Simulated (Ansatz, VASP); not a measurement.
**CdF2 in VASP and in Ansatz**

The input INCAR:

```
SYSTEM = CdF2
  PREC = Accurate
  ENCUT = 520
  EDIFF = 1E-6
  ISMEAR = -1
  SIGMA = 0.02
  LREAL = .FALSE.
  LASPH = .TRUE.
  NELM = 80
  ALGO = Normal
  ISIF = 2
  LWAVE = .FALSE.
  LCHARG = .FALSE.
  NBANDS = 20
```

The input KPOINTS:

```
Automatic mesh
0
G
  8 8 8
  0 0 0
```

The input POSCAR:

```
CdF2
1.0
    0.0000000000      2.6575901313      2.6575901313
    2.6575901313      0.0000000000      2.6575901313
    2.6575901313      2.6575901313      0.0000000000
Cd F
1 2
Direct
    0.0000000000      0.0000000000      0.0000000000
    0.2500000000      0.2500000000      0.2500000000
    0.7500000000      0.7500000000      0.7500000000
```

Input for Ansatz:

```yaml
crystal:
  lattice:
    - [0.0, 2.6575901313, 2.6575901313]
    - [2.6575901313, 0.0, 2.6575901313]
    - [2.6575901313, 2.6575901313, 0.0]
  atoms:
    - { symbol: Cd, position: [0.0, 0.0, 0.0] }
    - { symbol: F, position: [0.25, 0.25, 0.25] }
    - { symbol: F, position: [0.75, 0.75, 0.75] }
kpoints:
  mp_grid: { grid: [8, 8, 8] }
  band_path:
    path:
      - [0.0, 0.0, 0.0]
      - [0.5, 0.0, 0.5]
      - [0.625, 0.25, 0.625]
      - [0.375, 0.375, 0.75]
      - [0.0, 0.0, 0.0]
      - [0.5, 0.5, 0.5]
      - [0.5, 0.25, 0.75]
      - [0.5, 0.0, 0.5]
    npoints: 5
scf:
  occupations: { method: fermi_dirac, width: 0.02 }
hamiltonian:
  xc: lda
  pseudopotentials: { kind: all_electron, lapw: { basis_error: 0.001 } }
output:
  forces: true
  stress: true
  eigenvalues: true
```

Change from the starting cell: volume scaled by 0.96.

Alike in both runs: task single point; functional LDA; k mesh 8 × 8 × 8; occupations fermi-dirac, width 0.02 eV; no spin polarisation.

|  | VASP | Ansatz |
| --- | --- | --- |
| version | VASP 6.6.1 | Ansatz 0.2.0 |
| potentials or method | VASP PAW LDA potentials, release 64 (Cd, F) | all-electron LAPW, scalar-relativistic |
| plane-wave cutoff (eV) | 520 | see its input |

```csv
,VASP,Ansatz,Ansatz less VASP
gap on the k mesh at the Fermi level (eV),2.94,2.94,+0.001
pressure (GPa),0.0,-1.2,-1.17
```

Ansatz ran all-electron here, so the differences hold the error of VASP's frozen core and of both bases.

A k mesh can miss the band edges.
